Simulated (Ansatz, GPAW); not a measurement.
## ZnS: programs and potentials compared

```
Zn S
1.0
     0.00000    2.70200    2.70200
     2.70200    0.00000    2.70200
     2.70200    2.70200    0.00000
Zn S
1 1
Direct
  0.75000 0.75000 0.75000
  0.00000 0.00000 0.00000
```

Alike in all runs: task single point; functional PBE; k mesh 9 × 9 × 9; occupations gaussian, width 0.024 eV; no spin polarisation; no spin-orbit coupling. Pressure is positive in compression and, in plane waves, holds the error of the finite cutoff, which Ansatz's Pulay term estimates and takes out.

| program and potentials | plane-wave cutoff (eV) | notes | pressure (GPa) |
| --- | --- | --- | --- |
| Ansatz, Ansatz PAW | 420 | Pulay term of +0.07 GPa included | 1.60 |
| GPAW, GPAW PAW data sets (gpaw-data 1.2.1) | 600 | - | ? |
| Ansatz, all-electron LAPW, scalar-relativistic | - | - | 1.61 |

Q: Estimate from the other rows what the run with GPAW, GPAW PAW data sets (gpaw-data 1.2.1) gave.

A: Pressure 1.62 GPa. The other rows, which needn't bracket it: pressure 1.60 to 1.61.
